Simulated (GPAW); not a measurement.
A run of GPAW 26.7.0:

Contents of run.py:

```python
import spglib
from ase import Atoms
from ase.dft.bandgap import bandgap
from ase.io import read, write
from ase.units import GPa
from gpaw import GPAW, PW

atoms = read('PbSe.cif')
cell, positions, numbers = spglib.find_primitive(
    (atoms.cell[:], atoms.get_scaled_positions(), atoms.numbers), symprec=1e-4)
atoms = Atoms(numbers, cell=cell, scaled_positions=positions, pbc=True)

calc = GPAW(mode=PW(800),
            xc='LDA',
            kpts={'size': (6, 6, 6), 'gamma': True},
            occupations={'name': 'fermi-dirac', 'width': 0.05},
            setups='hgh',
            nbands=-9,
            convergence={'density': 1e-05, 'energy': 1e-05},
            maxiter=150,
            txt='gpaw.txt')
atoms.calc = calc
energy = atoms.get_potential_energy()
forces = atoms.get_forces()
stress = atoms.get_stress()
calc.write('gs.gpw')
write('result.traj', atoms)
print(f'Energy: {energy:.6f} eV')
print('Forces (eV/A):')
print(forces.round(4))
print('Stress (GPa):', (stress / GPa).round(3))
print('Fermi level:', round(calc.get_fermi_level(), 4), 'eV')
print(f'Gap: {bandgap(calc)[0]:.4f} eV, direct: {bandgap(calc, direct=True)[0]:.4f} eV')

path = atoms.cell.bandpath('GXWKGLUWLK,UX', npoints=60, eps=1e-4)
bs_calc = calc.fixed_density(kpts=path, symmetry='off', nbands=-20,
                             convergence={'bands': 'CBM+6.0', 'eigenstates': 1e-6}, txt='bands.txt')
bs = bs_calc.band_structure()
bs.write('bs.json')
print(f'Gap on the path: {bandgap(bs_calc)[0]:.4f} eV')
```

The input PbSe.cif:

```cif
data_PbSe
_cell_length_a 6.12130000
_cell_length_b 6.12130000
_cell_length_c 6.12130000
_cell_angle_alpha 90.00000000
_cell_angle_beta 90.00000000
_cell_angle_gamma 90.00000000
_space_group_name_H-M_alt 'Fm-3m'
_space_group_name_Hall '-F 4 2 3'
_space_group_IT_number 225
loop_
_space_group_symop_operation_xyz
'x,y,z'
'-x,-y,-z'
'-y,x,z'
'y,-x,-z'
'-x,-y,z'
'x,y,-z'
'y,-x,z'
'-y,x,-z'
'x,-y,-z'
'-x,y,z'
'-y,-x,-z'
'y,x,z'
'-x,y,-z'
'x,-y,z'
'y,x,-z'
'-y,-x,z'
'z,x,y'
'-z,-x,-y'
'z,-y,x'
'-z,y,-x'
'z,-x,-y'
'-z,x,y'
'z,y,-x'
'-z,-y,x'
'-z,x,-y'
'z,-x,y'
'-z,-y,-x'
'z,y,x'
'-z,-x,y'
'z,x,-y'
'-z,y,x'
'z,-y,-x'
'y,z,x'
'-y,-z,-x'
'x,z,-y'
'-x,-z,y'
'-y,z,-x'
'y,-z,x'
'-x,z,y'
'x,-z,-y'
'-y,-z,x'
'y,z,-x'
'-x,-z,-y'
'x,z,y'
'y,-z,-x'
'-y,z,x'
'x,-z,y'
'-x,z,-y'
'x,y+1/2,z+1/2'
'-x,-y+1/2,-z+1/2'
'-y,x+1/2,z+1/2'
'y,-x+1/2,-z+1/2'
'-x,-y+1/2,z+1/2'
'x,y+1/2,-z+1/2'
'y,-x+1/2,z+1/2'
'-y,x+1/2,-z+1/2'
'x,-y+1/2,-z+1/2'
'-x,y+1/2,z+1/2'
'-y,-x+1/2,-z+1/2'
[... 41 lines left out ...]
'-x+1/2,-y,z+1/2'
'x+1/2,y,-z+1/2'
'y+1/2,-x,z+1/2'
'-y+1/2,x,-z+1/2'
'x+1/2,-y,-z+1/2'
'-x+1/2,y,z+1/2'
'-y+1/2,-x,-z+1/2'
'y+1/2,x,z+1/2'
'-x+1/2,y,-z+1/2'
'x+1/2,-y,z+1/2'
'y+1/2,x,-z+1/2'
'-y+1/2,-x,z+1/2'
'z+1/2,x,y+1/2'
'-z+1/2,-x,-y+1/2'
'z+1/2,-y,x+1/2'
'-z+1/2,y,-x+1/2'
'z+1/2,-x,-y+1/2'
'-z+1/2,x,y+1/2'
'z+1/2,y,-x+1/2'
'-z+1/2,-y,x+1/2'
'-z+1/2,x,-y+1/2'
'z+1/2,-x,y+1/2'
'-z+1/2,-y,-x+1/2'
'z+1/2,y,x+1/2'
'-z+1/2,-x,y+1/2'
'z+1/2,x,-y+1/2'
'-z+1/2,y,x+1/2'
'z+1/2,-y,-x+1/2'
'y+1/2,z,x+1/2'
'-y+1/2,-z,-x+1/2'
'x+1/2,z,-y+1/2'
'-x+1/2,-z,y+1/2'
'-y+1/2,z,-x+1/2'
'y+1/2,-z,x+1/2'
'-x+1/2,z,y+1/2'
'x+1/2,-z,-y+1/2'
'-y+1/2,-z,x+1/2'
'y+1/2,z,-x+1/2'
'-x+1/2,-z,-y+1/2'
'x+1/2,z,y+1/2'
'y+1/2,-z,-x+1/2'
'-y+1/2,z,x+1/2'
'x+1/2,-z,y+1/2'
'-x+1/2,z,-y+1/2'
'x+1/2,y+1/2,z'
'-x+1/2,-y+1/2,-z'
'-y+1/2,x+1/2,z'
'y+1/2,-x+1/2,-z'
'-x+1/2,-y+1/2,z'
'x+1/2,y+1/2,-z'
'y+1/2,-x+1/2,z'
'-y+1/2,x+1/2,-z'
'x+1/2,-y+1/2,-z'
'-x+1/2,y+1/2,z'
'-y+1/2,-x+1/2,-z'
'y+1/2,x+1/2,z'
'-x+1/2,y+1/2,-z'
'x+1/2,-y+1/2,z'
'y+1/2,x+1/2,-z'
'-y+1/2,-x+1/2,z'
'z+1/2,x+1/2,y'
'-z+1/2,-x+1/2,-y'
'z+1/2,-y+1/2,x'
'-z+1/2,y+1/2,-x'
'z+1/2,-x+1/2,-y'
'-z+1/2,x+1/2,y'
'z+1/2,y+1/2,-x'
'-z+1/2,-y+1/2,x'
'-z+1/2,x+1/2,-y'
'z+1/2,-x+1/2,y'
'-z+1/2,-y+1/2,-x'
'z+1/2,y+1/2,x'
'-z+1/2,-x+1/2,y'
'z+1/2,x+1/2,-y'
'-z+1/2,y+1/2,x'
'z+1/2,-y+1/2,-x'
'y+1/2,z+1/2,x'
'-y+1/2,-z+1/2,-x'
'x+1/2,z+1/2,-y'
'-x+1/2,-z+1/2,y'
'-y+1/2,z+1/2,-x'
'y+1/2,-z+1/2,x'
'-x+1/2,z+1/2,y'
'x+1/2,-z+1/2,-y'
'-y+1/2,-z+1/2,x'
'y+1/2,z+1/2,-x'
'-x+1/2,-z+1/2,-y'
'x+1/2,z+1/2,y'
'y+1/2,-z+1/2,-x'
'-y+1/2,z+1/2,x'
'x+1/2,-z+1/2,y'
'-x+1/2,z+1/2,-y'
loop_
_atom_site_label
_atom_site_type_symbol
_atom_site_symmetry_multiplicity
_atom_site_Wyckoff_symbol
_atom_site_fract_x
_atom_site_fract_y
_atom_site_fract_z
_atom_site_occupancy
Pb1 Pb 4 a 0.0000000000 0.0000000000 0.0000000000 1
Se1 Se 4 b 0.5000000000 0.0000000000 0.0000000000 1
```

Potentials or basis: HGH pseudopotentials, pw.

Command:

```sh
$ OMP_NUM_THREADS=1 python run.py
```

Hardware: 1 thread of Intel(R) Xeon(R) Platinum 8375C CPU @ 2.90GHz (Ice Lake), on a shared host.

**Question.** Estimate the wall time of this run.

**Answer.** It took 40 s on 1 thread of Intel(R) Xeon(R) Platinum 8375C CPU @ 2.90GHz (Ice Lake) (shared host), peak memory 0.3 GiB. Counts: scf iterations 14, plane waves 2966, bands 14, k points 16.
